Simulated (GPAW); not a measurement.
Set up this calculation in GPAW 26.7.0, as an ASE script.

| Item | Value |
| --- | --- |
| Task | band structure |
| Functional | r2SCAN |
| Potentials or basis | GPAW PAW data sets (gpaw-data 1.2.1) |
| Cutoff | 600 eV |
| Basis | pw |
| k mesh | 6 × 6 × 6 |
| Occupations | fermi-dirac, width 0.05 eV |
| Spin | spin-orbit coupling, no magnetisation |
| Maxiter | 150 |
| Band path | GXWKGLUWLK,UX |
| Band points | 100 |
| spin axis theta (degrees) | 0 |
| spin axis phi (degrees) | 0 |
| Soc after scf | second variation without the xc potential |

The structure of GaAs lies in GaAs.xyz:

```xyz
2
Lattice="0.0000000000 2.8268500000 2.8268500000 2.8268500000 0.0000000000 2.8268500000 2.8268500000 2.8268500000 0.0000000000" Properties=species:S:1:pos:R:3 pbc="T T T"
As     4.2402750000      4.2402750000      4.2402750000
Ga     0.0000000000      0.0000000000      0.0000000000
```

One way to write it, as run:

run.py

```python
import numpy as np
from ase.dft.bandgap import bandgap
from ase.io import read, write
from ase.units import GPa
from gpaw import GPAW, PW
from gpaw.spinorbit import soc_eigenstates

atoms = read('GaAs.xyz')

calc = GPAW(mode=PW(600),
            xc='MGGA_X_R2SCAN+MGGA_C_R2SCAN',
            kpts={'size': (6, 6, 6), 'gamma': True},
            occupations={'name': 'fermi-dirac', 'width': 0.05},
            nbands=11,
            convergence={'density': 1e-05, 'energy': 1e-05},
            maxiter=150,
            txt='gpaw.txt')
atoms.calc = calc
energy = atoms.get_potential_energy()
forces = atoms.get_forces()
stress = atoms.get_stress()
calc.write('gs.gpw')
write('result.traj', atoms)
print(f'Energy: {energy:.6f} eV')
print('Forces (eV/A):')
print(forces.round(4))
print('Stress (GPa):', (stress / GPa).round(3))
print('Fermi level:', round(calc.get_fermi_level(), 4), 'eV')
print(f'Gap: {bandgap(calc)[0]:.4f} eV, direct: {bandgap(calc, direct=True)[0]:.4f} eV')

path = atoms.cell.bandpath('GXWKGLUWLK,UX', npoints=100, eps=1e-4)
bs_calc = calc.fixed_density(kpts=path, symmetry='off', nbands=21,
                             convergence={'bands': 'CBM+6.0', 'eigenstates': 1e-6}, txt='bands.txt')
bs = bs_calc.band_structure()
bs.write('bs.json')
print(f'Gap on the path: {bandgap(bs_calc)[0]:.4f} eV')

soc = soc_eigenstates(bs_calc, theta=0, phi=0, ignore_xc_potential=True)
np.savetxt('soc_bands.dat', soc.eigenvalues(), fmt='%.4f')
mesh = soc_eigenstates('gs.gpw', theta=0, phi=0, ignore_xc_potential=True)
np.savetxt('soc_mesh.dat', mesh.eigenvalues(), fmt='%.4f')
print('Fermi level with spin-orbit coupling:', round(mesh.fermi_level, 4), 'eV')
```

Potentials or basis: GPAW PAW data sets (gpaw-data 1.2.1), pw.

Launch:

```bash
$ OMP_NUM_THREADS=1 python run.py
```

Results of the run:

```yaml
Pressure: 1.0 GPa
Band_gap_on_the_k_mesh: 0.96 eV, direct
Band_gap_along_the_path: 0.96 eV, direct
```

Caveat: spin-orbit coupling was added after a scalar SCF, so levels and gaps hold it while energy, forces, pressure and moments don't; this program's spin-orbit splittings come out too wide for heavy elements; the PAW data sets were made with another functional, which shifts forces and pressure a little.

Wall time 71 s on 1 thread of Arm Neoverse V2, on a shared host, peak memory 0.33 GiB.
